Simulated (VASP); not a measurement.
# ZnO (zincite) (P6_3mc) in VASP: further runs

One crystal, ZnO (zincite), is run at these levels: PBE+D3(BJ); tasks: single point, relaxation of cell and atoms.

Everything below comes from runs of VASP 6.6.1. Logs are shortened: lines on timing, memory, paths and dates and some standing lists are left out, and cuts for length are marked.

### 1 Starting point

It takes space group P6_3mc (No. 186, hexagonal). The conventional cell has a = 3.279 Å, b = 3.279 Å, c = 5.293 Å, α = 90.00°, β = 90.00°, γ = 120.00°. Zn (site symmetry 3m) has 4 O at 2.00 to 2.01 Å as nearest neighbours. O (site symmetry 3m) has 4 Zn at 2.00 to 2.01 Å as nearest neighbours.

### 2 Single point, PBE+D3(BJ) (relaxed again under DFT PBE+D3(BJ), scalar-relativistic, plane waves, PAW)

Input file INCAR:

```
SYSTEM = ZnO
ALGO = Normal
EDIFF = 1E-6
ENCUT = 520
GGA = PE
ISIF = 2
ISMEAR = 0
IVDW = 12
LASPH = .TRUE.
LCHARG = .TRUE.
LELF = .TRUE.
LREAL = .FALSE.
LVHAR = .TRUE.
LWAVE = .FALSE.
NBANDS = 26
NELM = 100
PREC = Accurate
SIGMA = 0.02
```

Input file KPOINTS:

```
k-points
0
G
  9 9 6
  0 0 0
```

Input file POSCAR:

```
ZnO
1.0
    3.2548447005      0.0000000000      0.0000000000
   -1.6274223502      2.8187781960      0.0000000000
    0.0000000000      0.0000000000      5.2565093483
Zn O
2 2
Direct
    0.3333333333      0.6666666667      0.5000724578
    0.6666666667      0.3333333333      0.0000724578
    0.6666666667      0.3333333333      0.3789375422
    0.3333333333      0.6666666667      0.8789375422
```

Potentials or basis: VASP PAW PBE potentials, release 64 (Zn, O).

Launch:

```
$ cat potpaw_PBE.64/Zn/POTCAR potpaw_PBE.64/O/POTCAR > POTCAR
$ mpirun -np 1 vasp_std > vasp.out
```

OUTCAR:

```text
SYSTEM = ZnO
   EDIFF = 1E-6
   ENCUT = 520
   GGA = PE
   ISIF = 2
   ISMEAR = 0
   IVDW = 12
   LASPH = .TRUE.
   LREAL = .FALSE.
   NELM = 100
   PREC = Accurate
 IVDW          = 12

 ion  position               nearest neighbor table
   1  0.333  0.667  0.500-   3 1.98   3 1.98   3 1.98   4 1.99
   2  0.667  0.333  0.000-   4 1.98   4 1.98   4 1.98   3 1.99
   3  0.667  0.333  0.379-   1 1.98   1 1.98   1 1.98   2 1.99
   4  0.333  0.667  0.879-   2 1.98   2 1.98   2 1.98   1 1.99

  LATTYP: Found a hexagonal cell.
 ALAT       =     3.2548447005
 C/A-ratio  =     1.6149800780

  Lattice vectors:

 A1 = (   3.2548447005,   0.0000000000,   0.0000000000)
 A2 = (  -1.6274223502,   2.8187781960,   0.0000000000)
 A3 = (   0.0000000000,   0.0000000000,   5.2565093483)

Analysis of symmetry for initial positions (statically):
=====================================================================
 Subroutine PRICEL returns:
 Original cell was already a primitive cell.

 Routine SETGRP: Setting up the symmetry group for a
 hexagonal supercell.

 Subroutine GETGRP returns: Found 12 space group operations
 (whereof  6 operations were pure point group operations)
 out of a pool of 24 trial point group operations.

The static configuration has the point symmetry C_3v.
 The point group associated with its full space group is C_6v.

Analysis of symmetry for dynamics (positions and initial velocities):
=====================================================================
 Subroutine PRICEL returns:
 Original cell was already a primitive cell.

 Routine SETGRP: Setting up the symmetry group for a
 hexagonal supercell.

 Subroutine GETGRP returns: Found 12 space group operations
 (whereof  6 operations were pure point group operations)
 out of a pool of 24 trial point group operations.

The dynamic configuration has the point symmetry C_3v.
 The point group associated with its full space group is C_6v.

 Subroutine INISYM returns: Found 12 space group operations
 (whereof  6 operations are pure point group operations),
 and found     1 'primitive' translations

----------------------------------------------------------------------------------------

                                     Primitive cell

  volume of cell :      48.2268

  direct lattice vectors                    reciprocal lattice vectors
     3.254844701  0.000000000  0.000000000     0.307234321  0.177381818  0.000000000
    -1.627422350  2.818778196  0.000000000     0.000000000  0.354763635  0.000000000
     0.000000000  0.000000000  5.256509348     0.000000000  0.000000000  0.190240316

  length of vectors
     3.254844701  3.254844700  5.256509348     0.354763635  0.354763635  0.190240316

  position of ions in fractional coordinates (direct lattice)
     0.333333333  0.666666667  0.500072458
     0.666666667  0.333333333  0.000072458
     0.666666667  0.333333333  0.378937542
     0.333333333  0.666666667  0.878937542

  ion indices of the primitive-cell ions
   primitive index   ion index
                 1           1
                 2           2
                 3           3
                 4           4

----------------------------------------------------------------------------------------

 KPOINTS: k-points

Automatic generation of k-mesh.
 Grid dimensions read from file:
 generate k-points for:    9    9    6

 Generating k-lattice:

  Cartesian coordinates                     Fractional coordinates (reciprocal lattice)
     0.034137147  0.019709091  0.000000000     0.111111111 -0.000000000  0.000000000
     0.000000000  0.039418182  0.000000000     0.000000000  0.111111111  0.000000000
     0.000000000  0.000000000  0.031706719     0.000000000  0.000000000  0.166666667

  Length of vectors
     0.039418182  0.039418182  0.031706719

  Shift w.r.t. Gamma in fractional coordinates (k-lattice)
     0.000000000  0.000000000  0.000000000

 Subroutine IBZKPT returns following result:
 ===========================================

 Found     48 irreducible k-points:

 Following reciprocal coordinates:
            Coordinates               Weight
  0.000000  0.000000  0.000000      1.000000
  0.111111 -0.000000  0.000000      6.000000
  0.222222 -0.000000  0.000000      6.000000
  0.333333 -0.000000  0.000000      6.000000
  0.444444 -0.000000  0.000000      6.000000
  0.111111  0.111111  0.000000      6.000000
[... 16 lines left out ...]
  0.333333  0.222222  0.166667     24.000000
  0.333333  0.333333  0.166667      4.000000
 [... further k-points ...]
   k-points           NKPTS =     48   k-points in BZ     NKDIM =     48   number of bands    NBANDS=     26
   number of dos      NEDOS =    301   number of ions     NIONS =      4
   total plane-waves  NPLWV =  23040
   dimension x,y,z NGX =    24 NGY =   24 NGZ =   40
   dimension x,y,z NGXF=    48 NGYF=   48 NGZF=   80
   ions per type =               2   2
   NGX,Y,Z   is equivalent  to a cutoff of  12.26, 12.26, 12.65 a.u.
   NGXF,Y,Z  is equivalent  to a cutoff of  24.52, 24.52, 25.30 a.u.
 SYSTEM =  ZnO
   PREC   = accura    normal or accurate (medium, high low for compatibility)
   ISTART =      0    job   : 0-new  1-cont  2-samecut
   ICHARG =      2    charge: 1-file 2-atom 10-const
   ISPIN  =      1    spin polarized calculation?
   LNONCOLLINEAR =      F non collinear calculations
   LSORBIT =      F    spin-orbit coupling
   LASPH  =      T    aspherical Exc in radial PAW
   ENCUT  =  520.0 eV  38.22 Ry    6.18 a.u.   6.05  6.05  9.77*2*pi/ulx,y,z
   NELM   =    100;   NELMIN=  2; NELMDL= -5     # of ELM steps
   EDIFF  = 0.1E-05   stopping-criterion for ELM
   LREAL  =      F    real-space projection
   EDIFFG = 0.1E-04   stopping-criterion for IOM
   NSW    =      0    number of steps for IOM
   IBRION =     -1    ionic relax: 0-MD 1-quasi-New 2-CG
   NFREE  =      0    steps in history (QN), initial steepest desc. (CG)
   ISIF   =      2    stress and relaxation
   ISYM   =      2    0-nonsym 1-usesym 2-fastsym
   POTIM  = 0.5000    time-step for ionic-motion
   TEBEG  =    0.0;   TEEND  =   0.0 temperature during run
   PSTRESS=    0.0 pullay stress
   NELECT =      36.0000    total number of electrons
   NUPDOWN=      -1.0000    fix difference up-down
   EMIN   =  10.00;   EMAX   =-10.00  energy-range for DOS
   EFERMI =   0.00;   METHOD = LEGACY
   ISMEAR =     0;   SIGMA  =   0.02  broadening in eV -4-tet -1-fermi 0-gaus
   EFERMI_NEDOS =   21; number of points for ismear=-14 and -15
   IALGO  =     38    algorithm
   IMIX   =      4    mixing-type and parameters
     AMIX     =   0.40;   BMIX     =  1.00
     AMIX_MAG =   1.60;   BMIX_MAG =  1.00
  volume/ion in A,a.u.               =      12.06        81.36
  Fermi-wavevector in a.u.,A,eV,Ry     =   1.485067  2.806370 30.006626  2.205425
  Thomas-Fermi vector in A             =   2.598525
   LORBIT       =      0    0 simple, 1 ext, 2 COOP (PROOUT), +10 PAW based schemes
   GGA     = PE    functional components
   LHFCALC =     F    Hartree Fock is set to
   AEXX    =    0.0000 exact exchange contribution
   IVDW    =    12    specifies the selected vdW correction
   LEPSILON=     F    determine dielectric tensor
   LRPA    =     F    only Hartree local field effects (RPA)
 non-spin polarized calculation
 Gauss-broadening in eV      SIGMA  =   0.02
  energy-cutoff  :      520.00
  volume of cell :       48.23
 maximum number of plane-waves:      1320
   NGX = 13   NGY = 13   NGZ = 19

 number of electron      36.0000034 magnetization

 Free energy of the ion-electron system (eV)
  ---------------------------------------------------
  ext. energy  EPLUGINS =         0.00000000
  ---------------------------------------------------
  free energy    TOTEN  =       -17.84361316 eV

  energy without entropy =      -17.84361316  energy(sigma->0) =      -17.84361316

 E-fermi :   1.1695     XC(G=0): -10.8421

 val. band max:        1.0901625276   @ k =   0.0000   0.0000   0.0000
 cond. band min:       1.8497415551   @ k =   0.0000   0.0000   0.0000
 fundamental gap:      0.7595790275
 Fermi energy:         1.1695293729

 k-point     1 :       0.0000    0.0000    0.0000
  band No.  band energies     occupation
      1     -16.9010      2.00000
      2     -16.2019      2.00000
      3      -4.5470      2.00000
      4      -4.5470      2.00000
      5      -4.5078      2.00000
      6      -4.4616      2.00000
[... 18 lines left out ...]
     25      15.1763      0.00000
     26      15.1763      0.00000

 k-point     2 :       0.1111   -0.0000    0.0000
  band No.  band energies     occupation
      1     -16.8351      2.00000
      2     -16.1725      2.00000
      3      -4.6210      2.00000
      4      -4.5089      2.00000
      5      -4.4681      2.00000
      6      -4.3886      2.00000
[... 18 lines left out ...]
     25      15.1367      0.00000
     26      15.3113      0.00000

 k-point     3 :       0.2222   -0.0000    0.0000
  band No.  band energies     occupation
      1     -16.6593      2.00000
      2     -16.1021      2.00000
      3      -4.7635      2.00000
      4      -4.4514      2.00000
      5      -4.4200      2.00000
      6      -4.3143      2.00000
[... 18 lines left out ...]
     25      14.5265      0.00000
     26      15.2725      0.00000

 k-point     4 :       0.3333   -0.0000    0.0000
  band No.  band energies     occupation
      1     -16.4365      2.00000
      2     -16.0365      2.00000
      3      -4.8390      2.00000
      4      -4.4933      2.00000
      5      -4.3395      2.00000
      6      -4.1406      2.00000
[... 18 lines left out ...]
     25      14.4295      0.00000
     26      15.1042      0.00000
[... 496 lines left out ...]
      1     -16.3065      2.00000
      2     -16.0364      2.00000
      3      -4.6667      2.00000
      4      -4.5979      2.00000
      5      -4.2559      2.00000
      6      -4.2007      2.00000
[... 18 lines left out ...]
     25      12.9475      0.00000
     26      16.1668      0.00000

 k-point    23 :       0.3333    0.2222    0.1667
  band No.  band energies     occupation
      1     -16.1635      2.00000
      2     -16.0304      2.00000
      3      -4.6206      2.00000
      4      -4.4181      2.00000
      5      -4.2620      2.00000
      6      -4.0794      2.00000
[... 18 lines left out ...]
     25      13.7264      0.00000
     26      15.1916      0.00000

 k-point    24 :       0.3333    0.3333    0.1667
  band No.  band energies     occupation
      1     -16.0716      2.00000
      2     -16.0716      2.00000
      3      -4.5624      2.00000
      4      -4.2883      2.00000
      5      -4.2883      2.00000
      6      -3.9484      2.00000
[... 18 lines left out ...]
     25      14.4558      0.00000
     26      15.3439      0.00000

 [... further k-points ...]

------------------------ aborting loop because EDIFF is reached ----------------------------------------

 Edisp (eV)   -0.88500

 E8    (eV) :    -0.3340

  FORCE on cell =-STRESS in cart. coord.  units (eV):
  Direction    XX          YY          ZZ          XY          YZ          ZX
  --------------------------------------------------------------------------------------
  -------------------------------------------------------------------------------------
  Total       0.30735     0.30735     0.30459     0.00000     0.00000     0.00000
  in kB      10.21055    10.21055    10.11892     0.00000     0.00000     0.00000
  external pressure =       10.18 kB  Pullay stress =        0.00 kB

 VOLUME and BASIS-vectors are now :
 -----------------------------------------------------------------------------
  energy-cutoff  :      520.00
  volume of cell :       48.23
      direct lattice vectors                 reciprocal lattice vectors
     3.254844701  0.000000000  0.000000000     0.307234321  0.177381818  0.000000000
    -1.627422350  2.818778196  0.000000000     0.000000000  0.354763635  0.000000000
     0.000000000  0.000000000  5.256509348     0.000000000  0.000000000  0.190240316

 POSITION                                       TOTAL-FORCE (eV/Angst)
 -----------------------------------------------------------------------------------
     -0.00000      1.87919      2.62864        -0.000000      0.000000      0.001147
      1.62742      0.93959      0.00038         0.000000      0.000000      0.001147
      1.62742      0.93959      1.99189        -0.000000      0.000000     -0.001147
     -0.00000      1.87919      4.62014         0.000000      0.000000     -0.001147
 -----------------------------------------------------------------------------------
    total drift:                               -0.000000     -0.000001     -0.000582

  FREE ENERGIE OF THE ION-ELECTRON SYSTEM (eV)
  ---------------------------------------------------
  free  energy   TOTEN  =       -18.7286170938 eV

  energy  without entropy=      -18.7286170938  energy(sigma->0) =      -18.72861709
```

Wall time 33 s (1 thread of Intel Xeon Platinum 8375C at 2.90GHz (Ice Lake), shared host); peak memory 0.2 GiB.

What came out:

```
Free energy                : -18.7286 eV
Pressure                   : 1.0 GPa
Band gap on the k mesh     : 0.76 eV, direct
Dispersion energy per atom : -0.221 eV
```

Levels at points of the mesh, in eV from the valence-band top:
```
           k point  band 14  band 15  band 16  band 17  band 18  band 19  band 20  band 21  band 22  band 23
(0.00, 0.00, 0.00)    -0.78    -0.78    -0.09     0.00     0.00     0.76     5.18     8.14    12.85    12.85
(0.00, 0.00, 0.50)    -2.24    -0.38    -0.38    -0.38    -0.38     3.41     3.41    10.00    10.00    13.14
```

### 3 Relaxation of cell and atoms, PBE+D3(BJ)

Input file INCAR:

```
SYSTEM = ZnO
PREC     = Accurate       ! precision mode
ENCUT    = 600            ! plane-wave cutoff, eV
EDIFF    = 1E-6           ! SCF threshold, eV
ISMEAR   = 0              ! smearing method
SIGMA    = 0.02           ! smearing width, eV
LREAL    = .FALSE.        ! projectors in reciprocal space
LASPH    = .TRUE.         ! aspherical terms in the spheres
NELM     = 100            ! most SCF steps
ALGO     = Normal         ! electronic algorithm
ISIF     = 3              ! what is computed and relaxed
LWAVE    = .FALSE.        ! write WAVECAR
LCHARG   = .FALSE.        ! write CHGCAR
GGA      = PE             ! functional
IVDW     = 12             ! dispersion correction
IBRION   = 2              ! ionic algorithm
NSW      = 70             ! ionic steps
EDIFFG   = -0.005         ! ionic threshold
```

Input file KPOINTS:

```
regular mesh
0
G
  9 9 6
  0 0 0
```

Input file POSCAR:

```
ZnO
1.0
    3.2794860218      0.0000000000      0.0000000000
   -1.6397430109      2.8401182063      0.0000000000
    0.0000000000      0.0000000000      5.2932739833
Zn O
2 2
Direct
    0.3333333333      0.6666666667      0.4999685891
    0.6666666667      0.3333333333     -0.0000314109
    0.6666666667      0.3333333333      0.3790414109
    0.3333333333      0.6666666667      0.8790414109
```

Potentials or basis: VASP PAW PBE potentials, release 64 (Zn, O).

Launch:

```
$ cat potpaw_PBE.64/Zn/POTCAR potpaw_PBE.64/O/POTCAR > POTCAR
$ mpirun -np 1 vasp_std > vasp.out
```

Wall time 1.9 min (1 thread of Intel Xeon Platinum 8375C at 2.90GHz (Ice Lake), shared host); peak memory 0.22 GiB.

The run converged. Its results:

| Property | Result |
| --- | --- |
| Free energy | -18.7354 eV |
| Relaxed volume | 12.12 Å³/atom |
| Relaxed cell | a = 3.261 Å, b = 3.261 Å, c = 5.265 Å, α = 90.00°, β = 90.00°, γ = 120.00° |
| Space group after relaxing (to 0.05 Å) | P6_3mc (No. 186) |
| Energy gained by relaxing | 1.4 meV/atom |
| Ionic steps | 3 |
| Pressure after relaxing | 0.0 GPa |
| Band gap on the k mesh | 0.75 eV, direct |
| Dispersion energy per atom | -0.220 eV |

Forces on the atoms (eV/Å):
```
Zn   0.000  0.000  0.003
Zn   0.000  0.000  0.003
O    0.000  0.000 -0.003
O    0.000  0.000 -0.003
```

Step by step:
```tsv
step	energy change (eV)	largest force (eV/Å)	pressure (GPa)	volume (Å³)
1	0.0000	0.0023	-2.12	49.30
2	-0.0044	0.0029	1.02	48.15
3	-0.0055	0.0026	-0.01	48.50
```

Final structure:
```
CELL_PARAMETERS angstrom
3.26141 0.00000 0.00000
-1.63071 2.82446 0.00000
0.00000 0.00000 5.26454
ATOMIC_POSITIONS crystal
Zn 0.33333 0.66667 0.49998
Zn 0.66667 0.33333 0.99998
O 0.66667 0.33333 0.37903
O 0.33333 0.66667 0.87903
```

Levels at points of the mesh, in eV from the valence-band top:
```tsv
k point	band 16	band 17	band 18	band 19	band 20	band 21
(0.00, 0.00, 0.00)	-0.08	0.00	0.00	0.75	5.16	8.13
(0.00, 0.00, 0.50)	-0.38	-0.38	-0.38	3.40	3.40	9.98
```
